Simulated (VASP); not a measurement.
A run of VASP 6.6.1 is set up as follows.

File INCAR:

```
SYSTEM = Se
ALGO = Normal
EDIFF = 1E-6
ENCUT = 450
GGA = PE
ISIF = 2
ISMEAR = 0
LASPH = .TRUE.
LCHARG = .FALSE.
LREAL = .FALSE.
LWAVE = .FALSE.
NBANDS = 9
NELM = 60
PREC = Accurate
SIGMA = 0.02
```

Contents of KPOINTS:

```
k-points
0
G
  5 5 5
  0 0 0
```

The input POSCAR:

```
Se
1.0
    2.8105630200      0.0000000000      0.0000000000
    0.0000000000      2.8105630200      0.0000000000
    0.0000000000      0.0000000000      2.8105630200
Se
1
Direct
    0.0000000000      0.0000000000      0.0000000000
```

Potentials or basis: VASP PAW PBE potentials, release 64 (Se_GW).

The run is started by

```console
$ cat potpaw_PBE.64/Se_GW/POTCAR > POTCAR
$ mpirun -np 1 vasp_std > vasp.out
```

Question: Estimate the band gap on the k mesh.

Answer: None (metal or under the smearing width).

Question: What does it give for the pressure?

Answer: 0.0 GPa.

Caveat: the k mesh is coarse (spacing up to 0.45 Å⁻¹), so the values aren't converged.
